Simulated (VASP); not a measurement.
Method: vdW-DF2, VASP's PBE PAW potentials (set 64) (plane waves; VASP).

Input for VASP

**POSCAR**
```
CsBr
1
    4.4123297667     0.0000000000     0.0000000000
    0.0000000000     4.4123297667     0.0000000000
    0.0000000000     0.0000000000     4.4123297667
Cs Br
1 1
Direct
  0.0000000000   0.0000000000   0.0000000000
  0.5000000000   0.5000000000   0.5000000000
```

File KPOINTS:
```
k-points along high-symmetry lines
15
Line-mode
Reciprocal
  0.000000   0.000000   0.000000 ! GAMMA
  0.000000   0.500000   0.000000 ! X

  0.000000   0.500000   0.000000 ! X
  0.500000   0.500000   0.000000 ! M

  0.500000   0.500000   0.000000 ! M
  0.000000   0.000000   0.000000 ! GAMMA

  0.000000   0.000000   0.000000 ! GAMMA
  0.500000   0.500000   0.500000 ! R

  0.500000   0.500000   0.500000 ! R
  0.000000   0.500000   0.000000 ! X

  0.500000   0.500000   0.500000 ! R
  0.500000   0.500000   0.000000 ! M
```

### INCAR
```
SYSTEM = CsBr
PREC = Accurate
ENCUT = 520
EDIFF = 1E-7
NELM = 100
ALGO = Normal
LREAL = .FALSE.
LASPH = .TRUE.
ISMEAR = 0
SIGMA = 0.05
GGA = ML
ZAB_VDW = -1.8867
LUSE_VDW = .TRUE.
AGGAC = 0.0
LMAXMIX = 4
LWAVE = .FALSE.
LCHARG = .FALSE.
LORBIT = 11
ICHARG = 11
```

POTCAR, in this order: Cs_sv Br (PBE.64 set). Program: vasp_std. Read from the step before: CHGCAR.

What VASP printed:

### OSZICAR
```
       N       E                     dE             d eps       ncg     rms          rms(c)
DAV:   1     0.997766341901E+02    0.99777E+02   -0.65083E+03  2160   0.111E+03
DAV:   2     0.605801581565E+01   -0.93719E+02   -0.87284E+02  3144   0.179E+02
DAV:   3    -0.188977001954E+01   -0.79478E+01   -0.79134E+01  2684   0.594E+01
DAV:   4    -0.198697735499E+01   -0.97207E-01   -0.97123E-01  2544   0.765E+00
DAV:   5    -0.198806485640E+01   -0.10875E-02   -0.10873E-02  2676   0.773E-01
DAV:   6    -0.198808978920E+01   -0.24933E-04   -0.24931E-04  2612   0.105E-01
DAV:   7    -0.198809060006E+01   -0.81085E-06   -0.81081E-06  2676   0.161E-02
DAV:   8    -0.198809063047E+01   -0.30411E-07   -0.30423E-07  2460   0.281E-03
   1 F= -.19880906E+01 E0= -.19880906E+01  d E =-.142602E-17
```

OUTCAR:
```
 val. band max:       -0.7897034567   @ k =   0.5000   0.5000   0.0000

 cond. band min:       3.2010343781   @ k =   0.0000   0.0000   0.0000



 k-point     1 :       0.0000    0.0000    0.0000
  band No.  band energies     occupation
      1     -20.7007      2.00000
      2     -13.1577      2.00000
      3      -7.3097      2.00000
      4      -7.3097      2.00000
      5      -7.3097      2.00000
      6      -0.8135      2.00000
      7      -0.8135      2.00000
      8      -0.8135      2.00000
      9       3.2010      0.00000
     10       4.0177      0.00000
     11       4.0177      0.00000
     12       7.9351      0.00000

 k-point     2 :       0.0000    0.0357    0.0000
  band No.  band energies     occupation
      1     -20.7003      2.00000
      2     -13.1577      2.00000
      3      -7.3145      2.00000
      4      -7.3088      2.00000
      5      -7.3088      2.00000
      6      -0.8337      2.00000
      7      -0.8153      2.00000
      8      -0.8153      2.00000
      9       3.2323      0.00000
     10       4.0252      0.00000
     11       4.0441      0.00000
     12       7.9292      0.00000

 k-point     3 :       0.0000    0.0714    0.0000
  band No.  band energies     occupation
      1     -20.6989      2.00000
      2     -13.1577      2.00000
      3      -7.3286      2.00000
      4      -7.3059      2.00000
      5      -7.3059      2.00000
      6      -0.8920      2.00000
      7      -0.8209      2.00000
      8      -0.8209      2.00000
      9       3.3238      0.00000
     10       4.0475      0.00000
     11       4.1221      0.00000
     12       7.9065      0.00000

 k-point     4 :       0.0000    0.1071    0.0000
  band No.  band energies     occupation
      1     -20.6966      2.00000
      2     -13.1577      2.00000
      3      -7.3509      2.00000
      4      -7.3014      2.00000
      5      -7.3014      2.00000
      6      -0.9817      2.00000
      7      -0.8298      2.00000
...
```

The density is held fixed in this step, so its total energy and stress have no physical meaning. Unless said otherwise, spin-orbit coupling is left out, though it shifts the bands of the heavy elements here.

The compound is CsBr in the CsCl type structure. It was relaxed first, which changed the volume by +9 %.
